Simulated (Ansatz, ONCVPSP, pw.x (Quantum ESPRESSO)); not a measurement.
What a changed setting does to a pw.x run (fcc Zn)

Potential: optimised norm-conserving Vanderbilt (ONCV), ONCVPSP 4.0.1.1 (patched build), PBE; core [Ar], reference 3d10 4s1.5 4p0.5; waves: 4s: rc 1.75 bohr, ncon 4, nbas 7, qcut 3.7 1/bohr, 2 projectors, debl 2.3 Ha; 4p: rc 2.30 bohr, ncon 4, nbas 9, qcut 3.7 1/bohr, 3 projectors, debl 3.3 Ha; 3d: rc 1.32 bohr, ncon 4, nbas 8, qcut 11.8 1/bohr, 1 projector; local part: polynomial inside 1.05 bohr (lpopt 4, dvloc0 4 Ha); core correction: Teter function, fcfact 1.75, rcfact 1.75.

The reference run (k-mesh 14³, cutoffs 150/600 Ry, Fermi–Dirac 0.01 Ry, mixing_beta 0.4, conv_thr 1e-9, no spin) gives 0.35 GPa at 15.241 Å³/atom, where all-electron LAPW gives -0.27 GPa. This run, with its own iteration cap, changes degauss to 0.005.

```
&control
  calculation='scf', prefix='x', pseudo_dir='./', outdir='./tmp', tstress=.true., disk_io='none'
/
&system
  ibrav=0, nat=1, ntyp=1, ecutwfc=150, ecutrho=600, nbnd=14,
  occupations='smearing', smearing='fd', degauss=0.005
/
&electrons
  conv_thr=1e-09, mixing_beta=0.4, electron_maxstep=50
/
ATOMIC_SPECIES
Zn 1.0 Zn.UPF
CELL_PARAMETERS angstrom
  0.00000000 1.96786132 1.96786132
  1.96786132 0.00000000 1.96786132
  1.96786132 1.96786132 0.00000000
ATOMIC_POSITIONS crystal
Zn 0.0000 0.0000 0.0000
K_POINTS automatic
14 14 14 0 0 0
```

```bash
pw.x < Zn.scf.in > Zn.scf.out
```

How does the run end?

It converges in 8 iterations; the free energy moves by +5.0 meV/atom and the pressure by +0.03 GPa. In a metal, with Fermi–Dirac smearing, F lies below its zero-width value by a term in the square of the width.

```
Message from routine setup:
     using ibrav=0 with symmetry is DISCOURAGED, use correct ibrav instead
     lattice parameter (alat)  =       5.2591  a.u.
     unit-cell volume          =     102.8514 (a.u.)^3
     number of electrons       =        12.00
     number of Kohn-Sham states=           14
     kinetic-energy cutoff     =     150.0000  Ry
     charge density cutoff     =     600.0000  Ry
     scf convergence threshold =      1.0E-09
     Exchange-correlation= PBE
     number of k points=   104  Fermi-Dirac smearing, width (Ry)=  0.0050
     iteration #  1     ecut=   150.00 Ry     beta= 0.40
     total energy              =    -131.69377321 Ry
     estimated scf accuracy    <       0.04474818 Ry
     iteration #  2     ecut=   150.00 Ry     beta= 0.40
     total energy              =    -131.70444453 Ry
     estimated scf accuracy    <       0.00155727 Ry
     iteration #  3     ecut=   150.00 Ry     beta= 0.40
     total energy              =    -131.70450131 Ry
     estimated scf accuracy    <       0.00041520 Ry
     [... 2 iterations left out ...]
     iteration #  6     ecut=   150.00 Ry     beta= 0.40
     total energy              =    -131.70452309 Ry
     estimated scf accuracy    <       0.00000330 Ry
     iteration #  7     ecut=   150.00 Ry     beta= 0.40
     total energy              =    -131.70452350 Ry
     estimated scf accuracy    <       0.00000008 Ry
     iteration #  8     ecut=   150.00 Ry     beta= 0.40
     the Fermi energy is    11.2703 ev
!    total energy              =    -131.70452352 Ry
     estimated scf accuracy    <          4.2E-10 Ry
     smearing contrib. (-TS)   =      -0.00018276 Ry
     The total energy is F=E-TS. E is the sum of the following terms:
     one-electron contribution =     -49.32980499 Ry
     hartree contribution      =      39.85899746 Ry
     xc contribution           =     -33.46369766 Ry
     ewald contribution        =     -88.76983556 Ry
     convergence has been achieved in   8 iterations
          total   stress  (Ry/bohr**3)                   (kbar)     P=        3.81
     Message from routine punch:
     Nothing written, as per user request (disk_io='none')
```

The run took about 2.6 min on one core of a shared host (Neoverse-N1, 64 threads, 124 GiB, load 55).
